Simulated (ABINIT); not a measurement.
Planning a run of ABINIT 10.8.3 on BN (P6_3/mmc). The input:

```
acell 3*1.0 Angstrom
rprim 
  2.503989999987 0.000000000003 0.000000000000
  -1.251994999996 2.168518950810 0.000000000000
  0.000000000000 0.000000000000 6.661200000000
ntypat 2
znucl 5 7
natom 4
typat 1 1 2 2
xred 
  0.333333333333 0.666666666667 0.250000000000
  0.666666666667 0.333333333333 0.750000000000
  0.333333333333 0.666666666667 0.750000000000
  0.666666666667 0.333333333333 0.250000000000
pp_dirpath "pseudos"
pseudos "B.upf, N.upf"
ecut 36
ngkpt 6 6 2
nshiftk 1
shiftk 0 0 0
kptopt 1
chksymbreak 0
istwfk *1
occopt 1
irdwfk 1
optdriver 4
nband 182
gwcalctyp 0
ecutsigx 36
symsigma 1
nkptgw 5
kptgw 
  0.3333333333 0.3333333333 0.5000000000
  0.5000000000 0.0000000000 0.0000000000
  0.0000000000 0.0000000000 0.0000000000
  0.0000000000 0.0000000000 0.5000000000
  0.5000000000 0.0000000000 0.5000000000
bdgw 
  7 10
  7 10
  7 10
  5 10
  7 10
ecuteps 9
irdscr 1
ppmodel 1
indata_prefix "in"
outdata_prefix "out"
tmpdata_prefix "tmp"
```

```sh
OMP_NUM_THREADS=1 mpirun -n 4 abinit run.abi > log
```

Estimate wall time and host memory on 4 MPI ranks of Arm Neoverse V1, shared host.

It took 93 s; on shared hardware allow 47 s to 3.1 min. Peak host memory was 1.4 GiB.

[Paths, hosts, dates, memory and timing lines, banners, echoed tables and standing remarks are left out of the program output.]

[Logs are printed without paths, hosts, clocks, repeated set-up lines and the standing remarks that a program may print on its own settings, such as how far it seeks lower states.]

[Runs of the session that timed out or met a known fault of the program may be left out.]

[Hosts, paths, dates, database ids (printed as entryN), source tags and the programs' standing remarks are cut or masked in the printed files.]

[G0W0 gaps are taken among the corrected bands and points alone; a level outside them can change the order at an edge.]

[Where Ansatz stands beside ABINIT at settings called matched, ABINIT's density can come from a denser mesh and the files from another edition; pairs whose starting gaps differed by over 0.03 eV were left out, so agreement reads better than it is.]
